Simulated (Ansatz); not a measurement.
CoO in Ansatz: the effect of functional

The system is CoO.

```
Co O
1.0
     1.52528    0.88062    2.47203
    -1.52528    0.88062    2.47203
     0.00000   -1.76124    2.47203
Co O
1 1
Direct
  0.00000 0.00000 0.00000
  0.50000 0.50000 0.50000
```

The cell is a database's computed one.

The cell isn't the ideal one: volume scaled by 1.04.

Alike in all runs:

* Program: Ansatz 0.2.0
* Task: single point
* Potentials or basis: Ansatz PAW
* k mesh: 11 × 11 × 11
* Occupations: fermi-dirac, width 0.05 eV
* Spin: collinear spin, ferromagnetic start
* Starting moments: [2.0, 0.0] μB

```csv
functional,cutoff,gap on the mesh (eV),pressure (GPa),moment (μB)
LDA,420 eV (not typed: the program's choice for these potentials),none,-22.5,2.95
PBEsol,420 eV (not typed: the program's choice for these potentials),none,-14.9,2.99
r2SCAN,500 eV (not typed: the program's choice for these potentials),?,?,?
```

Q: What does the run with functional r2SCAN give?

A: gap on the mesh 0.60 eV; pressure -6.9 GPa; moment 3.00 μB.

Caveats: a cell with one magnetic atom can't hold antiferromagnetic order, which such compounds often take; the PAW data sets come from PBE, with cores solved anew for the run's functional, which leaves a small shift of forces and pressure; semilocal functionals often make such compounds metallic where correlation or magnetic order opens a gap, which also shifts bond lengths (some runs); the magnetic or orbital state may not be the lowest (some runs); odd divisions of the mesh miss points on the zone boundary, where band edges often lie, so the gap on the mesh can be too wide (some runs).

A k mesh can miss the band edges.

A gap of «none» marks a metal or a gap under the smearing width.
